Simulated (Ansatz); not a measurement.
Crystal: Pd.

```
CELL_PARAMETERS angstrom
-1.57228 1.57228 1.57228
1.57228 -1.57228 1.57228
1.57228 1.57228 -1.57228
ATOMIC_POSITIONS crystal
Pd 0.00000 0.00000 0.00000
```

This isn't the form of Pd at room conditions, which is fcc.

```yaml
Program: Ansatz 0.2.0
Task: relaxation of cell and atoms
Functional: PBEsol
Potentials_or_basis: Ansatz PAW
Cutoff: "420 eV (not typed: the program's choice for these potentials)"
k_mesh: 12 × 12 × 12
Occupations: fermi-dirac, width 0.05 eV
Spin: no spin polarisation
```

At the start: volume 15.55 Å³/atom.

**Question.** Where does the relaxation end?

**Answer.** It ends after 5 steps and the volume is 14.66 Å³/atom (-5.7 %); space group Im-3m (No. 229, to 0.05 Å).

The path:
```
step  energy change (eV)  largest force (eV/Å)  volume (Å³)
   1              0.0000                0.0000        15.55
   2             -0.0041                0.0000        13.92
   3             -0.0293                0.0000        14.76
   4             -0.0298                0.0000        14.66
   5             -0.0295                0.0000        14.66
```

Final structure:
```
Pd
1.0
    -1.54175    1.54175    1.54175
     1.54175   -1.54175    1.54175
     1.54175    1.54175   -1.54175
Pd
1
Cartesian
  0.0000 0.0000 0.0000
```

Caveat: the plane-wave basis is chosen anew once the cell has moved, so the energies of steps on either side of that aren't comparable; the PAW data sets come from PBE, with cores solved anew for the run's functional, which leaves a small shift of forces and pressure.
